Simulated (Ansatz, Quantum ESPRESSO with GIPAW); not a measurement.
# From a field gradient to a quadrupolar line: 27Al in AlH3

A plane-wave PAW calculation (PBEsol, Ansatz) gives this electric field gradient, in 10²¹ V/m² and Cartesian axes, at one Al site of AlH3 (atom 5; AlH6; site symmetry 2/m):

```
     -0.2726       -0.3519        0.0000
     -0.3519        0.6480        0.0000
      0.0000        0.0000       -0.3755
```

27Al has spin 5/2, Q = 0.1466 barn and |γ|/2π = 11.1031 MHz/T. The cell is the Pnnm form of a database entry, atoms relaxed, static and at 0 K. The PAW files were made for PBE.

**Task.** Find C_Q, η_Q and ν_Q, and the shift and width of the central transition under fast MAS at 14.1 T and 20 T.

1. The tensor is symmetric and traceless. Its eigenvalues, ordered by size, are V_xx = -0.3755, V_yy = -0.3917 and V_zz = 0.7671.

2. η_Q = (V_xx − V_yy)/V_zz = 0.021.

3. C_Q = eQV_zz/h. One unit of 10²¹ V/m² with one barn gives 24.18 MHz, so C_Q = 24.18 × 0.1466 × 0.7671 = 2.719 MHz. A spectrum shows its size, not its sign.

4. ν_Q = 3C_Q/[2I(2I−1)] = 0.408 MHz in size, and P_Q = |C_Q|√(1 + η²/3) = 2.719 MHz.

5. The resonances lie at ν0 = 156.55 and 222.06 MHz, so ν_Q/ν0 is 0.003 at most and second order holds. The centre of gravity moves by δ_Q = −(3/40)(P_Q/ν0)² F × 10⁶ ppm, with F = [I(I+1) − 3/4]/[I²(2I−1)²] = 0.08: -1.81 ppm at 14.1 T and -0.900 ppm at 20 T.

6. Summing the second-order term over orientations gives a full width of 3.91 ppm (0.61 kHz) and 1.94 ppm (0.43 kHz). In ppm both fall as 1/B²: (14.1/20)² = 0.497. The spinning rate must pass the static width for this shape to show cleanly.

[Banner, clock, file and message-heading lines were taken out of the pw.x and gipaw.x logs.]

[Logs are printed without paths, hosts, clocks, repeated set-up lines and the standing remarks that a program may print on its own settings, such as how far it seeks lower states.]

[Hosts, paths, dates, database ids (printed as entryN), source tags and the programs' standing remarks are cut or masked in the printed files.]
